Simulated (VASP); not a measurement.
# BAs (F-43m) in VASP: phonons with r2SCAN

Aim: the phonons of BAs with r2SCAN.

Everything below comes from runs of VASP 6.6.1. Logs are shortened: lines on timing, memory, paths and dates and some standing lists are left out, and cuts for length are marked.

## 1. The structure

The structure is cubic, space group F-43m (No. 216). The conventional cell has a = 4.784 Å, b = 4.784 Å, c = 4.784 Å, α = 90.00°, β = 90.00°, γ = 90.00°. Around B (site symmetry -43m) lie 4 As at 2.07 Å. As (site symmetry -43m) has 4 B at 2.07 Å as nearest neighbours.

## 2. Phonons, r2SCAN

Contents of INCAR:

```
PREC     = Accurate       # precision mode
ENCUT    = 520            # plane-wave cutoff, eV
EDIFF    = 1E-8           # SCF threshold, eV
ISMEAR   = 0              # smearing method
SIGMA    = 0.01           # smearing width, eV
LREAL    = False          # projectors in reciprocal space
LASPH    = True           # aspherical terms in the spheres
NELM     = 100            # most SCF steps
ALGO     = Normal         # electronic algorithm
ISIF     = 2              # what is computed and relaxed
LWAVE    = False          # write WAVECAR
LCHARG   = False          # write CHGCAR
METAGGA  = R2SCAN         # meta-GGA
LMIXTAU  = True         
IBRION   = 6              # ionic algorithm
NFREE    = 2            
POTIM    = 0.015          # step
NSW      = 1              # ionic steps
```

Contents of KPOINTS:

```
regular mesh
0
Gamma
  10 10 10
```

Contents of POSCAR:

```
BAs
1.0
    0.0000000000      2.3919171740      2.3919171740
    2.3919171740      0.0000000000      2.3919171740
    2.3919171740      2.3919171740      0.0000000000
B As
1 1
Direct
    0.0000000000      0.0000000000      0.0000000000
    0.2500000000      0.2500000000      0.2500000000
```

Potentials or basis: VASP PAW PBE potentials, release 64 (B, As).

Run with:

```
$ cat potpaw_PBE.64/B/POTCAR potpaw_PBE.64/As/POTCAR > POTCAR
$ mpirun -np 1 vasp_std > vasp.out
```

OUTCAR:

```text
PREC = Accurate
   ENCUT = 520
   EDIFF = 1E-8
   ISMEAR = 0
   LREAL = False
   LASPH = True
   NELM = 100
   ISIF = 2
   METAGGA = R2SCAN
   IBRION = 6
   NFREE = 2
   POTIM = 0.015
   NSW = 1

 ion  position               nearest neighbor table
   1  0.000  0.000  0.000-   2 2.07   2 2.07   2 2.07   2 2.07
   2  0.250  0.250  0.250-   1 2.07   1 2.07   1 2.07   1 2.07

  LATTYP: Found a face centered cubic cell.
 ALAT       =     4.7838343480

  Lattice vectors:

 A1 = (   0.0000000000,   2.3919171740,   2.3919171740)
 A2 = (   2.3919171740,   0.0000000000,   2.3919171740)
 A3 = (   2.3919171740,   2.3919171740,   0.0000000000)

Analysis of symmetry for initial positions (statically):
=====================================================================
 Subroutine PRICEL returns:
 Original cell was already a primitive cell.

 Routine SETGRP: Setting up the symmetry group for a
 face centered cubic supercell.

 Subroutine GETGRP returns: Found 24 space group operations
 (whereof 24 operations were pure point group operations)
 out of a pool of 48 trial point group operations.

The static configuration has the point symmetry T_d .

Analysis of symmetry for dynamics (positions and initial velocities):
=====================================================================
 Subroutine PRICEL returns:
 Original cell was already a primitive cell.

 Routine SETGRP: Setting up the symmetry group for a
 face centered cubic supercell.

 Subroutine GETGRP returns: Found 24 space group operations
 (whereof 24 operations were pure point group operations)
 out of a pool of 48 trial point group operations.

The dynamic configuration has the point symmetry T_d .

 Subroutine INISYM returns: Found 24 space group operations
 (whereof 24 operations are pure point group operations),
 and found     1 'primitive' translations

[... 152 lines left out ...]
  -------------------------------------------------------------------------------------
  Total        0.0420067      0.0420067      0.0420067      0.0000000      0.0000000     -0.0000000
  in kB        2.4590117      2.4590117      2.4590117      0.0000000      0.0000000     -0.0000000
  external PRESSURE =       2.4590117 kB  Pullay stress =       0.0000000 kB
[... 131 lines left out ...]
--------------------------------------- Ionic step        5  -------------------------------------------

 number of electron       8.0000000 magnetization

 Free energy of the ion-electron system (eV)
  ---------------------------------------------------
  ext. energy  EPLUGINS =         0.00000000
  ---------------------------------------------------
  free energy    TOTEN  =       -22.25419030 eV

  energy without entropy =      -22.25419030  energy(sigma->0) =      -22.25419030

 E-fermi :   6.1756     XC(G=0): -11.1139

 val. band max:        6.0879914911   @ k =   0.0000   0.0000   0.0000
 cond. band min:       7.3483489383   @ k =   0.0000   0.4000   0.4000
 fundamental gap:      1.2603574472
 Fermi energy:         6.1755520024

 k-point     1 :       0.0000    0.0000    0.0000
  band No.  band energies     occupation
      1     -10.1420      2.00000
      2       5.8637      2.00000
      3       5.9770      2.00000
      4       6.0880      2.00000
      5       9.3310      0.00000
      6       9.4152      0.00000
      7       9.5023      0.00000
      8      11.0705      0.00000
[... 243 lines left out ...]
 k-point    24 :       0.4000    0.3000    0.0000
  band No.  band energies     occupation
      1      -7.3639      2.00000
      2      -0.8685      2.00000
      3       1.8395      2.00000
      4       2.3056      2.00000
      5       7.8785      0.00000
      6       9.6815      0.00000
      7      15.3717      0.00000
      8      15.6198      0.00000

 [... further k-points ...]
[... 5 lines left out ...]
  --------------------------------------------------------------------------------------
  -------------------------------------------------------------------------------------
  Total        0.0423861      0.0457801      0.0457801      0.0000000      0.1014985      0.0000000
  in kB        2.4812216      2.6799023      2.6799023      0.0000000      5.9415796      0.0000000
  external PRESSURE =       2.6136754 kB  Pullay stress =       0.0000000 kB
[... 17 lines left out ...]
  FREE ENERGIE OF THE ION-ELECTRON SYSTEM (eV)
  ---------------------------------------------------
  free  energy   TOTEN  =       -22.2541902965 eV

  energy  without entropy=      -22.2541902965  energy(sigma->0) =      -22.25419030

 INTERNAL STRAIN TENSORS FROM DISPLACED ATOMS
 ============================================

 INTERNAL STRAIN TENSOR FOR ION    1 for displacements in x,y,z  (eV/Angst):
          X           Y           Z          XY          YZ          ZX
  --------------------------------------------------------------------------------
  x    -0.00000     0.00000     0.00000     0.00000     6.75854     0.00000
  y     0.00000    -0.00000     0.00000     0.00000     0.00000     6.75854
  z     0.00000     0.00000    -0.00000     6.75854     0.00000     0.00000

 INTERNAL STRAIN TENSOR FOR ION    2 for displacements in x,y,z  (eV/Angst):
          X           Y           Z          XY          YZ          ZX
  --------------------------------------------------------------------------------
  x    -0.00000     0.00000     0.00000     0.00000    -6.76499     0.00000
  y    -0.00000     0.00000    -0.00000     0.00000     0.00000    -6.76499
  z     0.00000     0.00000     0.00000    -6.76499     0.00000     0.00000

 Eigenvectors and eigenvalues of the dynamical matrix
 ----------------------------------------------------

   1 f  =   21.006074 THz   131.985056 2PiTHz  700.687210 cm-1    86.874103 meV
             X         Y         Z           dx          dy          dz
      0.000000  0.000000  0.000000     0.000000    0.934833    0.000000
      1.195959  1.195959  1.195959     0.000000   -0.355087    0.000000
[... 21 lines left out ...]
   6 f/i=    0.000442 THz     0.002774 2PiTHz    0.014728 cm-1     0.001826 meV
             X         Y         Z           dx          dy          dz
      0.000000  0.000000  0.000000     0.000000    0.000000   -0.355087
      1.195959  1.195959  1.195959     0.000000    0.000000   -0.934833

 ELASTIC MODULI CONTR FROM IONIC RELAXATION (kBar)
 Direction    XX          YY          ZZ          XY          YZ          ZX
 --------------------------------------------------------------------------------
 XX          -0.0000      0.0000      0.0000      0.0000     -0.0000     -0.0000
 YY           0.0000     -0.0000      0.0000      0.0000      0.0000      0.0000
 ZZ           0.0000      0.0000     -0.0000      0.0000      0.0000     -0.0000
 XY           0.0000      0.0000      0.0000   -156.9161      0.0000      0.0000
 YZ          -0.0000      0.0000      0.0000      0.0000   -156.9161      0.0000
 ZX          -0.0000      0.0000     -0.0000      0.0000      0.0000   -156.9161
 --------------------------------------------------------------------------------
```

OSZICAR:

```text
N       E                     dE             d eps       ncg     rms          rms(c)
DAV:   1     0.264615100763E+01    0.26462E+01   -0.40380E+03   752   0.902E+02
DAV:   2    -0.234889992850E+02   -0.26135E+02   -0.24918E+02  1120   0.110E+02
DAV:   3    -0.238470176346E+02   -0.35802E+00   -0.35802E+00   824   0.174E+01
DAV:   4    -0.238476089785E+02   -0.59134E-03   -0.59134E-03  1192   0.767E-01
[... 65 lines left out ...]
DAV:   4    -0.222541568424E+02   -0.15444E-03   -0.17355E-04  2992   0.120E-01    0.550E-03
DAV:   5    -0.222541894330E+02   -0.32591E-04   -0.19696E-05  3088   0.428E-02    0.211E-03
DAV:   6    -0.222541890779E+02    0.35510E-06   -0.22412E-06  2920   0.151E-02    0.106E-03
DAV:   7    -0.222541902877E+02   -0.12098E-05   -0.16120E-06  2776   0.114E-02    0.629E-04
DAV:   8    -0.222541902965E+02   -0.87381E-08   -0.30863E-08  3432   0.187E-03
   5 F= -.22254190E+02 E0= -.22254190E+02  d E =-.284937E-38
```

Wall time 8.9 min (1 thread of Intel Xeon Platinum 8259CL at 2.50GHz (Skylake/Cascade Lake), shared host); peak memory 0.22 GiB.

Results:

```yaml
Highest_phonon_frequency_at_Γ_LO-TO_splitting_left_out: 701 cm⁻¹
```

Phonon frequencies in cm⁻¹ (negative: imaginary):
| q point | frequencies |
| --- | --- |
| (0.000, 0.000, 0.000) | 0 0 0 701 701 701 |

Caveat: the PAW data sets were made with another functional, which shifts forces and pressure a little.
